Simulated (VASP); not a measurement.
Wanted: the native input for a VASP 6.6.1 run.

| Quantity | Value |
| --- | --- |
| Task | relaxation of cell and atoms |
| Functional | MS2 |
| Potentials or basis | VASP PAW PBE potentials, release 64 (Te, Cd) |
| Cutoff | 600 eV |
| k mesh | 7 × 7 × 7 |
| Occupations | gaussian, width 0.05 eV |
| Spin | no spin polarisation |
| Further INCAR settings | ALGO = Normal; EDIFF = 1e-07; IBRION = 2; EDIFFG = -0.01; NSW = 60; ISIF = 3 |

The structure of CdTe lies in POSCAR:

```
CdTe
1.0
    0.0000000000      3.2050000000      3.2050000000
    3.2050000000      0.0000000000      3.2050000000
    3.2050000000      3.2050000000      0.0000000000
Te Cd
1 1
Direct
    0.7500000000      0.7500000000      0.7500000000
    0.0000000000      0.0000000000      0.0000000000
```

One way to write it, as run:

INCAR

```
  PREC = Accurate
  ENCUT = 600
  EDIFF = 1E-7
  ISMEAR = 0
  SIGMA = 0.05
  LREAL = False
  LASPH = True
  NELM = 60
  ALGO = Normal
  ISIF = 3
  LWAVE = False
  LCHARG = False
  METAGGA = MS2
  LMIXTAU = True
  IBRION = 2
  NSW = 60
  EDIFFG = -0.01
```

KPOINTS

```
regular mesh
0
Gamma
  7 7 7
```

Potentials or basis: VASP PAW PBE potentials, release 64 (Te, Cd).

Command:

```bash
$ cat potpaw_PBE.64/Te/POTCAR potpaw_PBE.64/Cd/POTCAR > POTCAR
$ mpirun -np 1 vasp_std > vasp.out
```

Results of the run:

- Relaxed volume: 34.56 Å³/atom
- Relaxed cell: a = 4.607 Å, b = 4.607 Å, c = 4.607 Å, α = 60.00°, β = 60.00°, γ = 60.00°
- Space group after relaxing (to 0.05 Å): F-43m (No. 216)
- Energy gained by relaxing: 10.8 meV/atom
- Ionic steps: 3
- Pressure after relaxing: 0.0 GPa
- Band gap on the k mesh: 1.01 eV, direct

Caveat: the PAW data sets were made with another functional, which shifts forces and pressure a little; spin-orbit coupling is left out, which moves the levels of the heavy elements.

It took 6.1 min on 1 thread of Intel(R) Xeon(R) Platinum 8375C CPU @ 2.90GHz (Ice Lake) (shared host), peak memory 0.24 GiB.
